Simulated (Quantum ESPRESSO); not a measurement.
# Sn under changes of volume

One of the cells (27.650 Å³/atom); the others are scaled copies at fixed shape and fractional positions:

```
Sn
1.0
    -2.94014    2.94014    1.59930
     2.94014   -2.94014    1.59930
     2.94014    2.94014   -1.59930
Sn
2
Direct
  0.00000 0.00000 0.00000
  0.75000 0.25000 0.50000
```

```yaml
Program: Quantum ESPRESSO 7.5
Functional: PBE
Potentials_or_basis: SSSP 1.3 efficiency PBE
Cutoff: 816 eV
Density_cutoff: 6531 eV
k_mesh: 9 × 9 × 9
Occupations: fermi-dirac, width 0.05 eV
Spin: no spin polarisation
```

```tsv
volume (Å³/atom)	energy over the lowest point (meV/atom)	pressure (GPa)
25.991	37.32	5.3
26.544	21.44	3.9
27.097	?	?
27.650	3.24	1.4
28.203	0.00	0.4
28.756	0.14	-0.5
29.309	3.32	-1.3
```

What does the run at 27.097 Å³/atom give?

Energy over the lowest point 10.25 meV/atom; pressure 2.6 GPa.

Worked out: A Birch-Murnaghan fit of order 3 (a polynomial in V^(-2/3)) to the other rows has its minimum at 28.45 Å³/atom with B0 = V·E''(V) = 48 GPa and B' = 4.5 at fixed shape and positions, which overstates the stiffness. It gives 10.24 meV/atom at 27.097 Å³/atom, against the run's 10.25, and -dE/dV = 2.6 GPa, against 2.6.

Energies are extrapolated to zero smearing.
